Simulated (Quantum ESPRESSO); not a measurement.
Runs of Quantum ESPRESSO 7.5 on NaCl. The structure is cubic, space group Fm-3m (No. 225). Conventional cell: a = 5.588 Å, b = 5.588 Å, c = 5.588 Å, α = 90.00°, β = 90.00°, γ = 90.00°. Cl (site symmetry m-3m) has 6 Na at 2.79 Å as nearest neighbours. Around Na (site symmetry m-3m) lie 6 Cl at 2.79 Å. The cell is a database's computed one.

| task | level | potentials or basis | spin | cell | k mesh | cutoff (eV) | smearing | form of the LDA correlation | SCF threshold | share of exact exchange | q mesh for exact exchange | cutoff for exact exchange | mesh quality | gap on the mesh (eV) | pressure (GPa) |
| --- | --- | --- | --- | --- | --- | --- | --- | --- | --- | --- | --- | --- | --- | --- | --- |
| band structure | LDA | PseudoDojo 0.4.1 SR LDA standard | off | as given | 8 × 8 × 8 | 1197 | fermi-dirac 0.05 eV | PW92 | 4e-10 Ry | - | - | - | not flagged | 4.80 | (a) |
| phonons | LDA | GBRV 1.5 LDA | off | relaxed | 4 × 4 × 4, shifted | 612 | fermi-dirac 0.05 eV | PZ81 | 4e-10 Ry | - | - | - | coarse | - | 0.0 |
| single point | RPBE+D3 | PseudoDojo 0.4 FR PBE stringent | SOC, no magnetisation | as given | 8 × 8 × 8 | 1197 | methfessel-paxton 0.05 eV | - | 4e-10 Ry | - | - | - | not flagged | 5.51 | 3.0 |
| phonons and Raman activities | PBEsol | GBRV 1.5 PBEsol | off | relaxed | 4 × 4 × 4, shifted | 612 | fermi-dirac 0.05 eV | - | 4e-10 Ry | - | - | - | coarse | - | 0.0 |
| phonons | PBE | JTH 2.0 PBE | off | relaxed | 4 × 4 × 4, shifted | 490 | fermi-dirac 0.05 eV | - | 4e-10 Ry | - | - | - | coarse | - | 0.3 |
| band structure | vdW-DF2 | PseudoDojo 0.4.1 SR PBE standard | off | as given | 8 × 8 × 8 | 1197 | fermi-dirac 0.05 eV | - | 4e-10 Ry | - | - | - | not flagged | (b) | 1.7 |

**Question.** Estimate the missing entries.

**Answer.** (a) -1.8; (b) 5.10.

Caveats: the potentials were made for another functional, which shifts forces and pressure (some runs); this smearing can shift energies of a crystal with a gap (some runs); before the sum rule the acoustic modes lie tens of cm⁻¹ from zero, a sign that the density grid also shifts the optical modes (some runs); the cutoff is low for these files, which shifts pressure and relaxed volume (some runs).

A k mesh can miss the band edges.

Not every run made on this cell is shown here.
